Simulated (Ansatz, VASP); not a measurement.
GaN in VASP and in Ansatz

```
Ga N
1.0
     0.00000    1.97913    1.97913
     1.97913    0.00000    1.97913
     1.97913    1.97913    0.00000
Ga N
1 1
Direct
  0.50000 0.50000 0.50000
  0.00000 0.00000 0.00000
```

Change from the starting cell: volume scaled by 0.98, PAW files.

Alike in both runs: task electric field gradients; functional PBEsol; k mesh 10 × 10 × 10; occupations fermi-dirac, width 0.02 eV; no spin polarisation.

|  | VASP | Ansatz |
| --- | --- | --- |
| version | VASP 6.6.1 | Ansatz 0.2.0 |
| potentials or method | VASP PAW PBE potentials, release 64 (Ga_d, N) | PAW with Ansatz's default frozen-core files, scalar-relativistic |
| plane-wave cutoff (eV) | 520 | 420 |
| valence electrons in the cell | 18 | 18 |

```tsv
	VASP	Ansatz	Ansatz less VASP
gap on the k mesh at the Fermi level (eV)	1.87	1.88	+0.011
pressure (GPa)	69.4	68.6	-0.82
Vzz of the field gradient on the site that differs most (V/Å²)	0.0	0.0	0.00
```

Caveats: the cell as given lies far from equilibrium; so large a pressure means that the cell lies far from this level's equilibrium, or that cutoff or potentials fall short (VASP); the potentials were made for another functional, which shifts forces and pressure (VASP). A k mesh can miss the band edges.
